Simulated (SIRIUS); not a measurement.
PbSe (Clausthalite) under changes of volume

One of the cells (28.671 Å³/atom); the others are scaled copies at fixed shape and fractional positions:

```
CELL_PARAMETERS angstrom
0.00000 3.06065 3.06065
3.06065 0.00000 3.06065
3.06065 3.06065 0.00000
ATOMIC_POSITIONS crystal
Pb 0.00000 0.00000 0.00000
Se 0.50000 0.50000 0.50000
```

```yaml
Program: SIRIUS 7.12.0
Functional: PBEsol
Potentials_or_basis: PseudoDojo 0.4.1 PBEsol standard (scalar relativistic)
Cutoff: 1177 eV
Density_cutoff: 4707 eV
k_mesh: 8 × 8 × 8
Occupations: fermi-dirac, width 0.05 eV
Spin: no spin polarisation
```

```csv
volume (Å³/atom),energy over the lowest point (meV/atom),pressure (GPa),gap on the mesh (eV)
26.951,?,?,?
27.524,4.49,1.8,0.07
28.097,0.21,0.6,0.14
28.671,0.00,-0.5,0.21
29.244,3.47,-1.5,0.27
29.818,10.25,-2.3,0.33
30.391,20.01,-3.1,0.39
```

What does the run at 26.951 Å³/atom give?

Energy over the lowest point 13.24 meV/atom; pressure 3.1 GPa; gap on the mesh 0.01 eV.

Worked out: A Birch-Murnaghan fit of order 3 (a polynomial in V^(-2/3)) to the other rows has its minimum at 28.41 Å³/atom with B0 = V·E''(V) = 53 GPa and B' = 4.2. It gives 13.29 meV/atom at 26.951 Å³/atom, against the run's 13.24, and -dE/dV = 3.1 GPa, against 3.1.

Energies are extrapolated to zero smearing.

Caveats: spin-orbit coupling is left out, which as a rule narrows the gap of such compounds by several tenths of an eV.

A mesh can miss the band edges.
